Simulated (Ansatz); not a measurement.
Crystal: BP.

```
P B
1.0
     0.00000    2.26900    2.26900
     2.26900    0.00000    2.26900
     2.26900    2.26900    0.00000
P B
1 1
Direct
  0.75000 0.75000 0.75000
  0.00000 0.00000 0.00000
```

Base run:

```yaml
Program: Ansatz 0.2.0
Functional: SVWN5
Potentials_or_basis: Ansatz PAW
Cutoff: "420 eV (not typed: the program's choice for these potentials)"
k_mesh: 10 × 10 × 10
Occupations: fermi-dirac, width 0.05 eV
Spin: no spin polarisation
```

Its results: band gap on the k mesh 1.19 eV, indirect (least direct gap 3.38 eV); pressure -5.3 GPa.

Question: The run is repeated on the same cell with these changes: functional from SVWN5 to PBEsol. What comes out?

Answer: Band gap on the k mesh 1.13 eV, indirect (least direct gap 3.36 eV); pressure -2.0 GPa.

PBEsol binds less tightly than SVWN5, so the same cell stands under more pressure.

Caveats: the PAW data sets come from PBE, with cores solved anew for the run's functional, which leaves a small shift of forces and pressure.
